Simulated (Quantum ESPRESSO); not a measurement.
The system is ZrC.

```
Zr C
1.0
     0.00000    2.54552    2.54552
     2.54552    0.00000    2.54552
     2.54552    2.54552    0.00000
Zr C
1 1
Direct
  0.50000 0.50000 0.50000
  0.75000 0.75000 0.75000
```

The cell was built by a generator and needn't be a form met in nature.

- Program: Quantum ESPRESSO 7.5
- Task: Hubbard U by linear response
- Functional: LDA
- Potentials or basis: PseudoDojo 0.4.1 SR LDA standard
- Cutoff: 1116 eV
- Density cutoff: 4463 eV
- k mesh: 6 × 6 × 6
- Occupations: cold, width 0.2 eV
- Spin: no spin polarisation
- Hubbard terms: Zr d U = 2.0 eV
- Start of the occupations: default
- Hubbard projectors: ortho-atomic
- Form of the LDA correlation: PW92
- Mixing beta: 0.3
- Most SCF iterations: 120
- SCF threshold: 4e-10 Ry
- q mesh: 2 × 2 × 2

The first run showed a gap, so the response started from a second, tighter run with fixed occupations.

Question: What Hubbard parameters does linear response give?

Answer: U = 2.27 eV on Zr 4d. The values belong to these projectors, potentials and this ground state, and don't carry over to other codes.

Hubbard U from linear response:
```
site  manifold  U (eV)
   1     Zr-4d    2.27
```
On the first site the bare response is -0.601 and the screened one -0.254 eV⁻¹.

Eigenvalues of the final occupation matrices:
```tsv
site	spin	trace	eigenvalues
Zr 1 4d	each	1.32	0.18 0.18 0.32 0.32 0.32
```

Caveat: this smearing can shift energies of a crystal with a gap; the U is typed as a test and isn't derived for this compound.
